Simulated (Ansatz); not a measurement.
One crystal and one scan (energy over volume and axial ratio) at two levels, PBE (plane waves to 420 eV, PAW, scalar-relativistic; Ansatz, a first-principles code) and r2SCAN (plane waves to 500 eV, PAW, scalar-relativistic; Ansatz), each from its own relaxed cell and on its own mesh. The cell shown is that of PBE.

NaBr (rock salt)

```
NaBr
1.0
    0.00000     3.01799     3.01799
    3.01799     0.00000     3.01799
    3.01799     3.01799     0.00000
Br Na
1 1
Direct
  0.00000   0.00000   0.00000
  0.50000   0.50000   0.50000
```

The relaxed cell is deformed in two ways at once: its volume V is scaled, and at that volume it is stretched along z (the c axis of the conventional cell) so that c/a changes. Fractional atomic positions are held.

E stands for the smeared free energy. NaBr was relaxed with its symmetry unable to fall. Percentages come from the unrounded values. Both scans cover V/V₀ from 0.920 to 1.080 and (c/a)/(c/a)₀ from 0.880 to 1.120.

```csv
quantity,PBE,r2SCAN,PBE − r2SCAN
Lattice constant a (Å),6.036,5.948,+0.088 (+1.5 %)
"Shear modulus C′ = (C11 − C12)/2 (fit, atoms clamped) (GPa)",14.2,18.8,-4.6 (-25 %)
```

PBE gives the higher value for: lattice constant a. PBE gives the lower value for: shear modulus C′. Neither level is exact: the differences show how much the result hangs on the functional.

(A scan under strain: stresses follow from slopes of the energy per volume, elastic moduli from its curvatures.)
